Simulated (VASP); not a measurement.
# CdTe (F-43m) in VASP: Born charges and dielectric tensor with LDA

Aim: the Born charges and dielectric tensor of CdTe with LDA.

Everything below comes from runs of VASP 6.6.1. Logs are shortened: lines on timing, memory, paths and dates and some standing lists are left out, and cuts for length are marked.

**The experiment to reproduce.**

From a printed reference work, data compilation, for a bulk crystal of CdTe at 0 K: band gap 1.607 eV.

The results are compared with them further down.

## 1. The structure

The structure is cubic, space group F-43m (No. 216). Conventional cell: a = 6.419 Å, b = 6.419 Å, c = 6.419 Å, α = 90.00°, β = 90.00°, γ = 90.00°. Cd (site symmetry -43m) has 4 Te at 2.78 Å as nearest neighbours. Around Te (site symmetry -43m) lie 4 Cd at 2.78 Å.

The cell is a database's computed one.

## 2. Born charges and dielectric tensor, LDA

INCAR reads:

```
ALGO = Fast
EDIFF = 1E-8
ENCUT = 600
GGA = CA
IBRION = 8
ISIF = 2
ISMEAR = 0
LASPH = T
LCHARG = F
LEPSILON = T
LREAL = F
LWAVE = F
NELM = 80
NSW = 1
PREC = Accurate
SIGMA = 0.02
```

KPOINTS reads:

```
k-points
0
Gamma
  10 10 10
```

POSCAR reads:

```
CdTe
1.0
    0.0000000000      3.2096500000      3.2096500000
    3.2096500000      0.0000000000      3.2096500000
    3.2096500000      3.2096500000      0.0000000000
Cd Te
1 1
Direct
    0.0000000000      0.0000000000      0.0000000000
    0.7500000000      0.7500000000      0.7500000000
```

Potentials or basis: VASP PAW LDA potentials, release 64 (Cd, Te).

Run with:

```console
$ cat potpaw_LDA.64/Cd/POTCAR potpaw_LDA.64/Te/POTCAR > POTCAR
$ mpirun -np 1 vasp_std > vasp.out
```

OUTCAR:

```text
EDIFF = 1E-8
   ENCUT = 600
   GGA = CA
   IBRION = 8
   ISIF = 2
   ISMEAR = 0
   LASPH = T
   LEPSILON = T
   LREAL = F
   NELM = 80
   NSW = 1
   PREC = Accurate

 ion  position               nearest neighbor table
   1  0.000  0.000  0.000-   2 2.78   2 2.78   2 2.78   2 2.78
   2  0.750  0.750  0.750-   1 2.78   1 2.78   1 2.78   1 2.78

  LATTYP: Found a face centered cubic cell.
 ALAT       =     6.4193000000

  Lattice vectors:

 A1 = (   0.0000000000,   3.2096500000,   3.2096500000)
 A2 = (   3.2096500000,   0.0000000000,   3.2096500000)
 A3 = (   3.2096500000,   3.2096500000,   0.0000000000)

Analysis of symmetry for initial positions (statically):
=====================================================================
 Subroutine PRICEL returns:
 Original cell was already a primitive cell.

 Routine SETGRP: Setting up the symmetry group for a
 face centered cubic supercell.

 Subroutine GETGRP returns: Found 24 space group operations
 (whereof 24 operations were pure point group operations)
 out of a pool of 48 trial point group operations.

The static configuration has the point symmetry T_d .

Analysis of symmetry for dynamics (positions and initial velocities):
=====================================================================
 Subroutine PRICEL returns:
 Original cell was already a primitive cell.

 Routine SETGRP: Setting up the symmetry group for a
 face centered cubic supercell.

 Subroutine GETGRP returns: Found 24 space group operations
 (whereof 24 operations were pure point group operations)
 out of a pool of 48 trial point group operations.

The dynamic configuration has the point symmetry T_d .

 Subroutine INISYM returns: Found 24 space group operations
 (whereof 24 operations are pure point group operations),
 and found     1 'primitive' translations

----------------------------------------------------------------------------------------

                                     Primitive cell

  volume of cell :      66.1307

  direct lattice vectors                    reciprocal lattice vectors
     0.000000000  3.209650000  3.209650000    -0.155780225  0.155780225  0.155780225
     3.209650000  0.000000000  3.209650000     0.155780225 -0.155780225  0.155780225
     3.209650000  3.209650000  0.000000000     0.155780225  0.155780225 -0.155780225

  length of vectors
     4.539130560  4.539130560  4.539130560     0.269819265  0.269819265  0.269819265

  position of ions in fractional coordinates (direct lattice)
     0.000000000  0.000000000  0.000000000
     0.750000000  0.750000000  0.750000000

  ion indices of the primitive-cell ions
   primitive index   ion index
                 1           1
                 2           2

----------------------------------------------------------------------------------------

 KPOINTS: k-points

Automatic generation of k-mesh.
 Grid dimensions read from file:
 generate k-points for:   10   10   10

[... 534 lines left out ...]
 ------------------------------------------------------

 Free energy of the ion-electron system (eV)
  ---------------------------------------------------
  ---------------------------------------------------
  free energy    TOTEN  =        -1.85566799 eV

  energy without entropy =       -1.85566799

------------------------ aborting loop because EDIFF is reached ----------------------------------------

--------------------------------------- Ionic step        2  -------------------------------------------

------------------------ aborting loop because EDIFF is reached ----------------------------------------

--------------------------------------- Ionic step        3  -------------------------------------------

------------------------ aborting loop because EDIFF is reached ----------------------------------------

 PIEZOELECTRIC TENSOR FIELD DIRECTION 3  (e Angst)
 -----------------------------------------------------------------------------
    -0.00156  2.54525  0.00000           (  0.00000 -0.07009  0.00000)
     2.54525 -0.00156  0.00000           ( -0.07009  0.00000  0.00000)
     0.00000  0.00000 -0.00069           (  0.00000  0.00000  0.00000)

 PIEZOELECTRIC TENSOR FIELD DIRECTION 3  (C/m^2)
 -----------------------------------------------------------------------------
    -0.00038  0.61665  0.00000
     0.61665 -0.00038  0.00000
     0.00000  0.00000 -0.00017

--------------------------------------- Ionic step        4  -------------------------------------------

------------------------ aborting loop because EDIFF is reached ----------------------------------------

[... ionic steps 5 to 6 ...]

--------------------------------------- Ionic step        7  -------------------------------------------

 Free energy of the ion-electron system (eV)
  ---------------------------------------------------
  ---------------------------------------------------
  free energy    TOTEN  =        -0.04962437 eV

  energy without entropy =       -0.04962437

------------------------ aborting loop because EDIFF is reached ----------------------------------------

 INTERNAL STRAIN TENSOR  FOR ION    2  DIRECTION 1   (eV/Angst):
 -----------------------------------------------------------------------------
    -0.00635  0.00000  0.00000
     0.00000  0.00521  6.17161
     0.00000  6.17161  0.00521

 MACROSCOPIC STATIC DIELECTRIC TENSOR (including local field effects in DFT)
 ------------------------------------------------------
          10.668278    -0.000000     0.000000
          -0.000000    10.668278    -0.000000
          -0.000000     0.000000    10.668278
 ------------------------------------------------------

 PIEZOELECTRIC TENSOR (including local field effects)  for field in x, y, z        (e  Angst)
          XX          YY          ZZ          XY          YZ          ZX
  --------------------------------------------------------------------------------
  x    -0.00000     0.00000     0.00000     0.00000     2.55950     0.00000
  y    -0.00000     0.00000     0.00000     0.00000    -0.00000     2.55950
  z    -0.00000    -0.00000     0.00000     2.55950     0.00000     0.00000

 PIEZOELECTRIC TENSOR (including local field effects)  for field in x, y, z        (C/m^2)
          XX          YY          ZZ          XY          YZ          ZX
  --------------------------------------------------------------------------------
  x    -0.00000     0.00000     0.00000     0.00000     0.62010     0.00000
  y    -0.00000     0.00000     0.00000     0.00000    -0.00000     0.62010
  z    -0.00000    -0.00000     0.00000     0.62010     0.00000     0.00000

 BORN EFFECTIVE CHARGES (including local field effects) (in |e|, cummulative output)
 ---------------------------------------------------------------------------------
 ion    1
    1     2.16711    -0.00000     0.00000
    2     0.00000     2.16711     0.00000
    3    -0.00000     0.00000     2.16711
 ion    2
    1    -2.16711     0.00000    -0.00000
    2     0.00000    -2.16711     0.00000
    3     0.00000    -0.00000    -2.16711

 INTERNAL STRAIN TENSOR FOR ION    2 for displacements in x,y,z  (eV/Angst):
          X           Y           Z          XY          YZ          ZX
  --------------------------------------------------------------------------------
  x     0.00000     0.00000     0.00000     0.00000     6.17161     0.00000
  y    -0.00000     0.00000    -0.00000     0.00000     0.00000     6.17161
  z     0.00000     0.00000     0.00000     6.17161     0.00000     0.00000

 SECOND DERIVATIVES (NOT SYMMETRIZED)
 ------------------------------------
               1X          1Y          1Z          2X          2Y          2Z
  1X    -4.839709    0.000000    0.000000    4.839709    0.000000    0.000000
  1Y     0.000000   -4.839709    0.000000    0.000000    4.839709    0.000000
  1Z     0.000000    0.000000   -4.839709    0.000000    0.000000    4.839709
  2X     4.869711    0.000000    0.000000   -4.869711    0.000000    0.000000
  2Y     0.000000    4.869711    0.000000    0.000000   -4.869711    0.000000
  2Z     0.000000    0.000000    4.869711    0.000000    0.000000   -4.869711

 Eigenvectors and eigenvalues of the dynamical matrix
 ----------------------------------------------------

   1 f  =    4.455293 THz    27.993430 2PiTHz  148.612571 cm-1    18.425602 meV
             X         Y         Z           dx          dy          dz
      0.000000  0.000000  0.000000     0.000000    0.728082    0.000000
      4.814475  4.814475  4.814475     0.000000   -0.685490    0.000000
[... 21 lines left out ...]
   6 f/i=    0.006871 THz     0.043171 2PiTHz    0.229189 cm-1     0.028416 meV
             X         Y         Z           dx          dy          dz
      0.000000  0.000000  0.000000     0.000000    0.000000   -0.685490
      4.814475  4.814475  4.814475     0.000000    0.000000   -0.728082

--------------------------------------------------------------------------------------------------------

 MACROSCOPIC STATIC DIELECTRIC TENSOR IONIC CONTRIBUTION
 ------------------------------------------------------
           2.647039     0.000000     0.000000
           0.000000     2.647039     0.000000
           0.000000    -0.000000     2.647039
 ------------------------------------------------------

 ELASTIC MODULI CONTR FROM IONIC RELAXATION (kBar)
 Direction    XX          YY          ZZ          XY          YZ          ZX
 --------------------------------------------------------------------------------
 XX          -0.0000     -0.0000     -0.0000     -0.0000      0.0000      0.0000
 YY          -0.0000     -0.0000     -0.0000     -0.0000     -0.0000     -0.0000
 ZZ          -0.0000     -0.0000     -0.0000      0.0000     -0.0000      0.0000
 XY          -0.0000     -0.0000      0.0000   -197.6583     -0.0000      0.0000
 YZ           0.0000     -0.0000     -0.0000     -0.0000   -197.6583     -0.0000
 ZX           0.0000     -0.0000      0.0000      0.0000     -0.0000   -197.6583
 --------------------------------------------------------------------------------

 PIEZOELECTRIC TENSOR IONIC CONTR  for field in x, y, z        (C/m^2)
          XX          YY          ZZ          XY          YZ          ZX
  --------------------------------------------------------------------------------
  x     0.00000    -0.00000    -0.00000    -0.00000    -0.68063    -0.00000
  y     0.00000    -0.00000     0.00000     0.00000    -0.00000    -0.68063
  z    -0.00000    -0.00000     0.00000    -0.68063    -0.00000     0.00000
```

It took 8.9 min on 1 thread of Intel Xeon 6975P-C (Granite Rapids), shared host; peak memory 0.57 GiB.

Results:

```
Band gap on the k mesh                                  : 0.64 eV, direct
Electronic dielectric tensor (diagonal)                 : 10.67
Born charges (mean of the diagonal)                     : Cd +2.17; Te -2.17 e
Highest phonon frequency at Γ, LO-TO splitting left out : 149 cm⁻¹
```

Phonon frequencies in cm⁻¹ (negative: imaginary):
```csv
q point,frequencies
"(0.000, 0.000, 0.000)",0 0 0 149 149 149
```

Electronic dielectric tensor:
```
10.67  0.00  0.00
 0.00 10.67  0.00
 0.00  0.00 10.67
```

Born effective charge tensors (e):
atom 1, Cd
```
2.17 0.00 0.00
0.00 2.17 0.00
0.00 0.00 2.17
```
atom 2, Te
```
-2.17  0.00  0.00
 0.00 -2.17  0.00
 0.00  0.00 -2.17
```

Caveat: the gap is small at this level, which inflates the dielectric constant; spin-orbit coupling is left out, which moves the levels of the heavy elements.

## 3. Comparison with measurements

Step 2. Measured gap of CdTe: 1.607 eV (0 K; a printed reference work, data compilation). This calculation gives 0.64 eV (-0.97 eV). Spin-orbit coupling on Cd, Te is left out. The value is that of LDA, without temperature or zero-point motion. Semilocal functionals fall short of measured gaps as a rule. The cell is a database's relaxed one, not the measured one, which moves gaps too.
